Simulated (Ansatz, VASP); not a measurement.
## Two plane-wave programs on Pd

INCAR

```
SYSTEM = Pd
  PREC = Accurate
  ENCUT = 520
  EDIFF = 1E-6
  ISMEAR = -1
  SIGMA = 0.05
  LREAL = .FALSE.
  LASPH = .TRUE.
  NELM = 80
  ALGO = Normal
  ISIF = 2
  LWAVE = .FALSE.
  LCHARG = .FALSE.
  NBANDS = 11
```

KPOINTS

```
Automatic mesh
0
G
  12 12 12
  0 0 0
```

Contents of POSCAR:

```
Pd
1.0
   -1.5401846266      1.5401846266      1.5401846266
    1.5401846266     -1.5401846266      1.5401846266
    1.5401846266      1.5401846266     -1.5401846266
Pd
1
Direct
    0.0000000000      0.0000000000      0.0000000000
```

input.yaml

```yaml
crystal:
  lattice:
    - [-1.5401846266, 1.5401846266, 1.5401846266]
    - [1.5401846266, -1.5401846266, 1.5401846266]
    - [1.5401846266, 1.5401846266, -1.5401846266]
  atoms:
    - { symbol: Pd, position: [0.0, 0.0, 0.0] }
hamiltonian:
  xc: lda
  pseudopotentials: { kind: paw }
kpoints:
  mp_grid: { grid: [12, 12, 12] }
scf:
  occupations: { method: fermi_dirac, width: 0.05 }
output:
  forces: true
  stress: true
  eigenvalues: true
  write_density: true
  write_potential: true
  elf: true
  volumetric_format: npy
```

This isn't the form of Pd at room conditions, which is fcc.

Alike in both runs: task single point; functional LDA; k mesh 12 × 12 × 12; occupations fermi-dirac, width 0.05 eV; no spin polarisation.

|  | VASP | Ansatz |
| --- | --- | --- |
| version | VASP 6.6.1 | Ansatz 0.2.0 |
| potentials or method | VASP PAW LDA potentials, release 64 (Pd) | Ansatz PAW |
| plane-wave cutoff (eV) | 520 | 420 |
| valence electrons in the cell | 10 | 18 |

|  | VASP | Ansatz | Ansatz less VASP |
| --- | --- | --- | --- |
| gap on the k mesh at the Fermi level (eV) | none | none | - |
| pressure (GPa) | -5.0 | -5.2 | -0.21 |

A gap of «none» marks a metal or a gap that the smearing closes. The two sets of potentials don't hold the same shells in valence.

Caveats: the PAW data sets come from PBE, with cores solved anew for the run's functional, which leaves a small shift of forces and pressure (Ansatz).
